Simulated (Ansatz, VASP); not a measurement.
**NaH in VASP and in Ansatz**

POSCAR

```
NaH
1.0
    0.0000000000      2.4400000000      2.4400000000
    2.4400000000      0.0000000000      2.4400000000
    2.4400000000      2.4400000000      0.0000000000
Na H
1 1
Direct
    0.0000000000      0.0000000000      0.0000000000
    0.5000000000      0.5000000000      0.5000000000
```

Contents of INCAR.step1:

```
PREC = Accurate ; ENCUT = 520
ISMEAR = 0 ; SIGMA = 0.05
LREAL = F ; LASPH = T
NELM = 60 ; NBANDS = 11
GGA = PE ; ALGO = Normal
EDIFF = 1E-4 ; LWAVE = T
LCHARG = F
```

INCAR.step2

```
PREC = Accurate ; ENCUT = 520
EDIFF = 1E-6 ; ISMEAR = 0
SIGMA = 0.05 ; LREAL = F
LASPH = T ; NELM = 60
ALGO = Normal ; ISIF = 2
LWAVE = F ; LCHARG = T
METAGGA = R2SCAN ; LMIXTAU = T
LELF = T ; LVHAR = T
NBANDS = 11 ; ISTART = 1
```

File KPOINTS:

```
Automatic mesh
0
Gamma
  8 8 8
```

Input for Ansatz:

```yaml
crystal:
  lattice:
    - [0.0, 2.44, 2.44]
    - [2.44, 0.0, 2.44]
    - [2.44, 2.44, 0.0]
  atoms:
    - { symbol: Na, position: [0.0, 0.0, 0.0] }
    - { symbol: H, position: [0.5, 0.5, 0.5] }
basis:
  ecutwfc: 500
kpoints:
  mp_grid: { grid: [8, 8, 8] }
hamiltonian:
  xc: r2scan
scf:
  occupations: { method: gaussian, width: 0.05 }
output:
  forces: true
  stress: true
  eigenvalues: true
```

Alike in both runs: task single point; functional r2SCAN; k mesh 8 × 8 × 8; occupations gaussian, width 0.05 eV; no spin polarisation.

```csv
,VASP,Ansatz
version,VASP 6.6.1,Ansatz 0.2.0
potentials or method,"VASP PAW PBE potentials, release 64 (Na_pv, H)","scalar-relativistic, plane waves, PAW"
plane-wave cutoff (eV),520,500
valence electrons in the cell,8,10
```

```csv
,VASP,Ansatz,Ansatz less VASP
gap on the k mesh at the Fermi level (eV),4.32,4.31,-0.008
least direct gap on the mesh (eV),5.14,5.14,+0.009
pressure (GPa),-1.3,-1.2,+0.12
```

The two sets of potentials don't hold the same shells in valence.

Caveats: the PAW data sets were made with another functional, which shifts forces and pressure a little (VASP). A k mesh can miss the band edges. r2SCAN opens gaps a little over a GGA but as a rule still falls short of measured ones.
